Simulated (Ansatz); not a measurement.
Reactions of `C=C=C(O)CO`.

Computed with Ansatz on PBE0-D4/def2-TZVP structures; ΔE is electronic, products minus reactants. CCSD(T)/CBS adds triple-zeta CCSD(T) − MP2 to the extrapolated MP2 energy (def2 sets, frozen cores). This one scheme is used for every species. DFT in def2-TZVPP. For Se outer-core shells are correlated without core-valence functions, which leaves a few kJ/mol of doubt a bond. Scalar relativity is left out up to krypton. One conformer a species, not always the lowest.

```csv
reaction,B2PLYP (eV),CCSD(T)/CBS(def2) (eV)
`C=C=C(O)CO` → `O=C1CCCO1`,-2.30,-2.30
`C=C=C(O)CO` + `[SiH3][SeH]` → `OC[SiH2][SeH]` + `C=C=CO`,0.05,0.04
`C=C=C(O)CO` + H₂ → `C=C=CO` + CH₃OH,-0.37,-0.31
`C=C=C(O)CO` → `C/C=C(\O)C=O`,-1.19,-1.12
```

Largest T1 diagnostic: 0.015, for `C/C=C(\O)C=O`.
